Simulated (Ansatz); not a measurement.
# Si5Ni9: the cost of one run

Computed with Ansatz 0.2.0 (DFT PBEsol, scalar-relativistic, plane waves, PAW, unless a step's input says otherwise).

1 further run of the same task is left out (set aside as unsound or not needed).

## Step 1: The structure to begin with

It takes space group P6_3/mmc (No. 194, hexagonal). The conventional cell has a = 3.868 Å, b = 3.868 Å, c = 4.917 Å, α = 90.00°, β = 90.00°, γ = 120.00°. Around Si (site symmetry -6m2) lie 11 Ni at 2.23 to 2.55 Å. Ni (site symmetry -3m) has 8 Ni at 2.46 to 2.55 Å and 6 Si at 2.55 Å in its first shell of neighbours. Ni (site symmetry -6m2) has 5 Si at 2.23 to 2.46 Å and 6 Ni at 2.55 Å in its first shell of neighbours.

As a file:

```
CELL_PARAMETERS angstrom
3.86846 0.00000 0.00000
-1.93423 3.35019 0.00000
0.00000 0.00000 4.91699
ATOMIC_POSITIONS crystal
Si 0.33333 0.66667 0.75000
Si 0.66667 0.33333 0.25000
Ni 0.00000 0.00000 0.00000
Ni 0.00000 0.00000 0.50000
Ni 0.33333 0.66667 0.25000
Ni 0.66667 0.33333 0.75000
```

It is the result of an earlier relaxation at this level (volume 10.62 Å³/atom; gap on the mesh: none (metal)).

## Step 2: The slab

Planes are indexed in the bulk's conventional cell (P6_3/mmc (No. 194)), a = 3.868 Å, b = 3.868 Å, c = 4.917 Å, α = 90.00°, β = 90.00°, γ = 120.00°.

A (001) slab, 9.8 Å thick as cut, with 17 Å of vacuum; its outer planes are SiNi (top) and SiNi (bottom).

The slab as cut. Its planes from the bottom up:

```tsv
plane	atoms per cell	height over the lowest (Å)
1	SiNi	0.00
2	Ni	1.23
3	SiNi	2.46
4	Ni	3.69
5	SiNi	4.92
6	Ni	6.15
7	SiNi	7.38
8	Ni	8.60
9	SiNi	9.83
```

## Step 3: Relaxing the clean slab

Contents of input.yaml:

```yaml
crystal:
  lattice:
    - [3.8684636528, 0.0, 0.0]
    - [-1.9342318264, 3.350187797, 0.0]
    - [0.0, 0.0, 26.8339705167]
  atoms:
    - { symbol: Si, position: [0.6666666667, 0.3333333333, 0.3167626645] }
    - { symbol: Ni, position: [0.3333333333, 0.6666666667, 0.3167626645] }
    - { symbol: Ni, position: [0.0, 0.0, 0.3625719984] }
    - { symbol: Si, position: [0.3333333333, 0.6666666667, 0.4083813323] }
    - { symbol: Ni, position: [0.6666666667, 0.3333333333, 0.4083813323] }
    - { symbol: Ni, position: [0.0, 0.0, 0.4541906661] }
    - { symbol: Si, position: [0.6666666667, 0.3333333333, 0.5] }
    - { symbol: Ni, position: [0.3333333333, 0.6666666667, 0.5] }
    - { symbol: Ni, position: [0.0, 0.0, 0.5458093339] }
    - { symbol: Si, position: [0.3333333333, 0.6666666667, 0.5916186677] }
    - { symbol: Ni, position: [0.6666666667, 0.3333333333, 0.5916186677] }
    - { symbol: Ni, position: [0.0, 0.0, 0.6374280016] }
    - { symbol: Si, position: [0.6666666667, 0.3333333333, 0.6832373355] }
    - { symbol: Ni, position: [0.3333333333, 0.6666666667, 0.6832373355] }
basis:
  ecutwfc: 420
kpoints:
  mp_grid: { grid: [9, 9, 1] }
hamiltonian:
  xc: pbesol
scf:
  occupations: { method: gaussian, width: 0.1 }
output:
  forces: true
  eigenvalues: true
  write_density: true
  write_potential: true
  elf: true
  volumetric_format: npy
relax:
  adjacent_minimum: "off"
  f_tol: 0.03
  max_steps: 70
  constraints: [{ sites: [0, 1, 2, 3, 4, 5] }]
efield:
  axis: 3
  dipole_correction: true
  ramp_width: 0.04
```

Run with:

```console
> ansatz run input.yaml --threads 4 --pin off --max-ram 10240MiB --backend cpu --events-out ev --progress --plain --runs-dir out
```

Q: Estimate wall time and peak memory on 4 threads of Intel Xeon 6975P-C (Granite Rapids), shared host.

About 51 s, with a peak of 1.3 GiB.
